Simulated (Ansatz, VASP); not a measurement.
**One calculation of GaP, two programs**

```
CELL_PARAMETERS angstrom
0.00000 2.75256 2.75256
2.75256 0.00000 2.75256
2.75256 2.75256 0.00000
ATOMIC_POSITIONS crystal
Ga 0.00000 0.00000 0.00000
P 0.75000 0.75000 0.75000
```

Alike in both runs: task single point; functional PBE; k mesh 8 × 8 × 8; occupations gaussian, width 0.02 eV; no spin polarisation.

```csv
,VASP,Ansatz
version,VASP 6.6.1,Ansatz 0.2.0
potentials or method,"VASP PAW PBE potentials, release 64 (Ga_d, P)","scalar-relativistic, plane waves, PAW"
plane-wave cutoff (eV),520,420
valence electrons in the cell,18,18
```

|  | VASP | Ansatz | Ansatz less VASP |
| --- | --- | --- | --- |
| gap on the k mesh at the Fermi level (eV) | 1.58 | 1.58 | +0.003 |
| least direct gap on the mesh (eV) | 1.58 | 1.58 | +0.003 |
| pressure (GPa) | 0.0 | 0.0 | +0.07 |

A k mesh can miss the band edges. As with any semilocal functional, this PBE gap is likely too small.
